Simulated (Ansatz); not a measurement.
# O started on an Al site and Al started in the widest void in corundum Al2O3, 121 atoms, charge 0

Wanted: geometry, formation energy and gap levels of the defect, compared across PBEsol and r²SCAN.

Method: density functional theory in Ansatz 0.2.0, PAW datasets, plane waves.

## 1. The starting cell

121 atoms (48 Al, 73 O); a = 9.548 Å, b = 9.548 Å, c = 13.014 Å, α = 90.00°, β = 90.00°, γ = 120.00°. All atoms were shaken off their sites by about 0.02 Å along each axis. Defect site 1: (0.500, 0.500, 0.352). Defect site 2: (0.339, 0.176, 0.333).

The runs, in order: (2) PBEsol relaxation at the single k point (¼, ¼, ¼), on 1 × NVIDIA GB200 with 8 threads of Arm Neoverse-V2; (3) r²SCAN single point at the single k point (¼, ¼, ¼), on 1 × NVIDIA GB200 with 8 threads of Arm Neoverse-V2.

## 2. PBEsol relaxation in the fixed cell

Input file in.yaml:

```yaml
crystal:
  lattice:
    - [9.547862, 0.000000, 0.000000]
    - [-4.773931, 8.268691, 0.000000]
    - [0.000000, 0.000000, 13.013576]
  atoms:
    - { symbol: Al, position: [0.335452, 0.162824, 0.183162] }
    - { symbol: Al, position: [0.331387, 0.669183, 0.185000] }
    - { symbol: Al, position: [0.833191, 0.161070, 0.185355] }
    - { symbol: Al, position: [0.835476, 0.665891, 0.187284] }
    - { symbol: Al, position: [0.167312, 0.334002, 0.017564] }
    - { symbol: Al, position: [0.167448, 0.834321, 0.016830] }
    - { symbol: Al, position: [0.664686, 0.331975, 0.018413] }
    - { symbol: Al, position: [0.667499, 0.835679, 0.017821] }
    - { symbol: Al, position: [0.168465, 0.333145, 0.316453] }
    - { symbol: Al, position: [0.166664, 0.831682, 0.314984] }
    - { symbol: Al, position: [0.663562, 0.333072, 0.312313] }
    - { symbol: Al, position: [0.671963, 0.835118, 0.313262] }
    - { symbol: Al, position: [0.163205, 0.332681, 0.517065] }
    - { symbol: Al, position: [0.165390, 0.833162, 0.516525] }
    - { symbol: Al, position: [0.667676, 0.332579, 0.518671] }
    - { symbol: Al, position: [0.668780, 0.833853, 0.518070] }
    - { symbol: Al, position: [0.001462, 0.001789, 0.351836] }
    - { symbol: Al, position: [0.997410, 0.497846, 0.351729] }
    - { symbol: Al, position: [0.501744, 0.998919, 0.354823] }
    - { symbol: Al, position: [0.000135, 0.001260, 0.148310] }
    - { symbol: Al, position: [0.996795, 0.495897, 0.147575] }
    - { symbol: Al, position: [0.502083, 0.996828, 0.151933] }
    - { symbol: Al, position: [0.500314, 0.500763, 0.148769] }
    - { symbol: Al, position: [0.998588, 0.997775, 0.646581] }
    - { symbol: Al, position: [0.000383, 0.500892, 0.647949] }
    - { symbol: Al, position: [0.501720, 0.001430, 0.649038] }
    - { symbol: Al, position: [0.499596, 0.500474, 0.649279] }
    - { symbol: Al, position: [0.998248, 0.000889, 0.853633] }
    - { symbol: Al, position: [0.999577, 0.500575, 0.854738] }
    - { symbol: Al, position: [0.500840, 0.999598, 0.851469] }
    - { symbol: Al, position: [0.503539, 0.502172, 0.854249] }
    - { symbol: Al, position: [0.332865, 0.162220, 0.688277] }
    - { symbol: Al, position: [0.335568, 0.667092, 0.684730] }
    - { symbol: Al, position: [0.834772, 0.166417, 0.685813] }
    - { symbol: Al, position: [0.833511, 0.668337, 0.684348] }
    - { symbol: Al, position: [0.330788, 0.163954, 0.484032] }
    - { symbol: Al, position: [0.331568, 0.666810, 0.480628] }
    - { symbol: Al, position: [0.836440, 0.167920, 0.481313] }
    - { symbol: Al, position: [0.835607, 0.666997, 0.482856] }
    - { symbol: Al, position: [0.335165, 0.168774, 0.981002] }
    - { symbol: Al, position: [0.333946, 0.669576, 0.980142] }
    - { symbol: Al, position: [0.835005, 0.164658, 0.981232] }
    - { symbol: Al, position: [0.835238, 0.669346, 0.980585] }
    - { symbol: Al, position: [0.166975, 0.336314, 0.816019] }
    - { symbol: Al, position: [0.163552, 0.832894, 0.812549] }
    - { symbol: Al, position: [0.664810, 0.333774, 0.813017] }
    - { symbol: Al, position: [0.668557, 0.833907, 0.812706] }
    - { symbol: Al, position: [0.339069, 0.176630, 0.331832] }
    - { symbol: O, position: [0.154824, 0.003301, 0.248082] }
    - { symbol: O, position: [0.154453, 0.499954, 0.250899] }
    - { symbol: O, position: [0.657457, 0.999607, 0.248988] }
    - { symbol: O, position: [0.651533, 0.502225, 0.250507] }
    - { symbol: O, position: [0.333791, 0.012703, 0.084771] }
    - { symbol: O, position: [0.332811, 0.517959, 0.081733] }
    - { symbol: O, position: [0.828988, 0.008656, 0.084604] }
    - { symbol: O, position: [0.830265, 0.509981, 0.083279] }
    - { symbol: O, position: [0.004737, 0.159123, 0.248462] }
    - { symbol: O, position: [0.999800, 0.653543, 0.249010] }
    - { symbol: O, position: [0.501759, 0.154577, 0.247617] }
    - { symbol: O, position: [0.501061, 0.651751, 0.249790] }
    - { symbol: O, position: [0.346575, 0.347962, 0.249702] }
    - { symbol: O, position: [0.346731, 0.844559, 0.247509] }
    - { symbol: O, position: [0.846636, 0.343488, 0.252476] }
    - { symbol: O, position: [0.842588, 0.844549, 0.247829] }
    - { symbol: O, position: [0.177881, 0.165790, 0.082783] }
    - { symbol: O, position: [0.184060, 0.667349, 0.084353] }
    - { symbol: O, position: [0.681217, 0.162298, 0.081229] }
    - { symbol: O, position: [0.681974, 0.665618, 0.082245] }
    - { symbol: O, position: [0.500367, 0.500258, 0.351514] }
    - { symbol: O, position: [0.184029, 0.014589, 0.584899] }
    - { symbol: O, position: [0.181412, 0.513313, 0.581778] }
    - { symbol: O, position: [0.682534, 0.017672, 0.585858] }
    - { symbol: O, position: [0.676174, 0.512344, 0.584572] }
    - { symbol: O, position: [0.167658, 0.181088, 0.416721] }
    - { symbol: O, position: [0.166313, 0.681404, 0.419344] }
    - { symbol: O, position: [0.669341, 0.179493, 0.416910] }
    - { symbol: O, position: [0.670981, 0.684023, 0.417368] }
    - { symbol: O, position: [0.013609, 0.333378, 0.418505] }
    - { symbol: O, position: [0.014332, 0.832424, 0.416641] }
    - { symbol: O, position: [0.518184, 0.334227, 0.416728] }
    - { symbol: O, position: [0.519925, 0.833353, 0.416669] }
    - { symbol: O, position: [0.013009, 0.180589, 0.916993] }
    - { symbol: O, position: [0.014386, 0.678872, 0.915102] }
    - { symbol: O, position: [0.513393, 0.182767, 0.920501] }
    - { symbol: O, position: [0.514761, 0.680683, 0.917045] }
    - { symbol: O, position: [0.999956, 0.342075, 0.751411] }
    - { symbol: O, position: [0.007223, 0.855268, 0.749686] }
    - { symbol: O, position: [0.504988, 0.349099, 0.749403] }
    - { symbol: O, position: [0.494955, 0.842116, 0.750387] }
    - { symbol: O, position: [0.482276, 0.321587, 0.080980] }
    - { symbol: O, position: [0.485200, 0.817570, 0.083842] }
    - { symbol: O, position: [0.982302, 0.318039, 0.086266] }
    - { symbol: O, position: [0.985377, 0.819121, 0.081078] }
    - { symbol: O, position: [0.486508, 0.166421, 0.581204] }
    - { symbol: O, position: [0.485394, 0.663145, 0.582494] }
    - { symbol: O, position: [0.991335, 0.168827, 0.583947] }
    - { symbol: O, position: [0.983070, 0.670165, 0.580835] }
    - { symbol: O, position: [0.335321, 0.317052, 0.583590] }
    - { symbol: O, position: [0.338881, 0.823081, 0.584281] }
    - { symbol: O, position: [0.835076, 0.321878, 0.583332] }
    - { symbol: O, position: [0.833774, 0.822073, 0.585451] }
    - { symbol: O, position: [0.317459, 0.485694, 0.415107] }
    - { symbol: O, position: [0.321962, 0.989447, 0.417787] }
    - { symbol: O, position: [0.820187, 0.485703, 0.416536] }
    - { symbol: O, position: [0.818048, 0.984252, 0.417172] }
    - { symbol: O, position: [0.321100, 0.333338, 0.915174] }
    - { symbol: O, position: [0.319024, 0.833598, 0.918407] }
    - { symbol: O, position: [0.819983, 0.340068, 0.916613] }
    - { symbol: O, position: [0.818029, 0.833734, 0.913306] }
    - { symbol: O, position: [0.346986, 0.001777, 0.749610] }
    - { symbol: O, position: [0.350687, 0.501952, 0.752186] }
    - { symbol: O, position: [0.847199, 0.997331, 0.751680] }
    - { symbol: O, position: [0.848730, 0.504172, 0.748801] }
    - { symbol: O, position: [0.151262, 0.153010, 0.751852] }
    - { symbol: O, position: [0.153190, 0.653171, 0.750512] }
    - { symbol: O, position: [0.651194, 0.154657, 0.749080] }
    - { symbol: O, position: [0.653017, 0.656348, 0.751711] }
    - { symbol: O, position: [0.168940, 0.486344, 0.916551] }
    - { symbol: O, position: [0.164906, 0.983345, 0.914238] }
    - { symbol: O, position: [0.666093, 0.488082, 0.916168] }
    - { symbol: O, position: [0.669508, 0.990476, 0.915110] }
  symmetry: { detect: false }
kpoints:
  mp_grid: { grid: [1, 1, 1], shift: [0.25, 0.25, 0.25] }
hamiltonian:
  xc: pbesol
scf:
  occupations: { method: fermi_dirac, width: 0.01 }
relax:
  f_tol: 0.03
  max_steps: 80
  escape_saddle: false
  adjacent_minimum: "off"
output:
  forces: true
  eigenvalues: true
  populations: true
```

Command:

```bash
$ ansatz run in.yaml --threads 8 --pin off --max-ram 118750MiB --runs-dir r --events-out ev --progress --plain --backend cuda --devices 0, --max-vram 170GiB
```

Further steps of the session: Single point with r²SCAN.

Before running it: what results should come out? Wanted: for each run, formation energy; host gap; top filled to lowest empty.

**Answer**, as computed:

| level | time | formation energy (eV) | host gap (eV) | top filled to lowest empty (eV) |
| --- | --- | --- | --- | --- |
| PBEsol, relaxation | 26 s (GPU) | 3.80 | 6.03 | 5.47 |
| r²SCAN | 4 s (GPU) | 4.08 | 7.02 | 6.27 |

```
     quantity                               value
   relaxation  26 recorded steps, 21.17 eV gained
largest shift                       2.72 Å (Al48)
```

Relaxation gains 21.17 eV, with shifts up to 2.72 Å (Al48). The formation energy goes from 3.80 eV (PBEsol) to 4.08 eV (r²SCAN). The reservoirs are the elements' reference phases; where the defect changes the composition, the value depends on that choice. r²SCAN puts 2 localised levels over 0.1 eV inside the gap, at 0.35 (filled), 0.74 (filled) eV, the tightest of them shared by about 4 atoms. The host's edges were read at Γ, so band-like levels at this k point need not coincide with them. One k point and a cell of this size can leave errors of several tenths of an eV.
